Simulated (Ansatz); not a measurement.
Runs of Ansatz 0.2.0 on CoO. Symmetry: I4/mmm, No. 139, tetragonal system. Conventional cell: a = 3.016 Å, b = 3.016 Å, c = 4.214 Å, α = 90.00°, β = 90.00°, γ = 90.00°. Around Co (site symmetry 4/mmm) lie 6 O at 2.11 to 2.13 Å. O (site symmetry 4/mmm) has 6 Co at 2.11 to 2.13 Å as nearest neighbours. 

| task | level | potentials or basis | cell | cutoff (eV) | smearing | basis error allowed | gap on the mesh (eV) | pressure (GPa) | moment (μB) |
| --- | --- | --- | --- | --- | --- | --- | --- | --- | --- |
| band structure | PBEsol | all-electron PAW datasets made for the crystal | as given | 420 | fermi-dirac 0.05 eV | - | - | -9.2 | 2.94 |
| band structure | PBEsol | all-electron LAPW, scalar-relativistic | as given | 369 | fermi-dirac 0.05 eV | 0.001 eV/atom | - | -9.2 | 2.94 |
| single point | RPBE | all-electron LAPW, scalar-relativistic | the cell as VASP's run set it | 369 | gaussian 0.05 eV | 0.001 eV/atom | none | 8.2 | (c) |
| band structure | PBEsol | all-electron LAPW, inner shells corrected to Dirac's equation | as given | 369 | fermi-dirac 0.05 eV | 0.001 eV/atom | - | -9.2 | 2.94 |
| band structure | LDA | all-electron LAPW, scalar-relativistic | as given | 368 | fermi-dirac 0.05 eV | 0.001 eV/atom | - | -17.9 | 2.85 |
| single point | PBE | all-electron LAPW, scalar-relativistic | as given | 369 | gaussian 0.02 eV | 0.001 eV/atom | none | 0.0 | 2.94 |
| single point | PBEsol | all-electron LAPW, scalar-relativistic | as given | 369 | gaussian 0.1 eV | 0.001 eV/atom | none | (a) | (b) |
| band structure | PBEsol | all-electron LAPW, non-relativistic | as given | 369 | fermi-dirac 0.05 eV | 0.001 eV/atom | - | -8.2 | 2.92 |

Alike in all rows: spin collinear, ferromagnetic start; k mesh 12 × 12 × 12.

**Question.** Fill in the values left out.

**Answer.** (a) -9.1; (b) 2.95; (c) 2.90.

Caveats: a cell with one magnetic atom can't hold antiferromagnetic order, which such compounds often take; semilocal functionals often make such compounds metallic where correlation or magnetic order opens a gap, which also shifts bond lengths.

A k mesh can miss the band edges.

A gap of «none» marks a metal or a gap under the smearing width.

Not every run made on this cell is shown here.
